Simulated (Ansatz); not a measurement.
MnS:

```
CELL_PARAMETERS angstrom
-1.83000 -1.05655 5.94184
1.83000 -1.05655 5.94184
0.00000 2.11310 5.94184
ATOMIC_POSITIONS crystal
Mn 0.00000 0.00000 0.00000
Mn 0.50000 0.50000 0.50000
S 0.25000 0.25000 0.25000
S 0.75000 0.75000 0.75000
```

The cell is a database's computed one.

The cell isn't the ideal one: another cell of the same crystal, with 4 atoms.

Base run:

- Program: Ansatz 0.2.0
- Functional: PBEsol
- Potentials or basis: Ansatz PAW
- Cutoff: 420 eV (not typed: the program's choice for these potentials)
- k mesh: 9 × 9 × 9
- Occupations: fermi-dirac, width 0.05 eV
- Spin: collinear spin, antiferromagnetic start
- Starting moments: [4.0, -4.0, 0.0, 0.0] μB
- Hubbard terms: Mn d U = 5 eV

Its results: band gap on the k mesh 2.35 eV; pressure 3.0 GPa; net moment 0.00 μB per cell; site moments Mn +4.42, -4.42; S -0.00 μB.

Problem. The run is repeated on the same cell with these changes: hubbard terms from Mn d U = 5 eV to Mn d U = 3 eV. What comes out?

Solution. Band gap on the k mesh 2.08 eV; pressure 0.0 GPa; net moment 0.00 μB per cell; site moments Mn +4.33, -4.33; S -0.00 μB.

Caveats: the magnetic or orbital state may not be the lowest; odd divisions of the mesh miss points on the zone boundary, where band edges often lie, so the gap on the mesh can be too wide; the PAW data sets come from PBE, with cores solved anew for the run's functional, which leaves a small shift of forces and pressure.

A k mesh can miss the band edges.
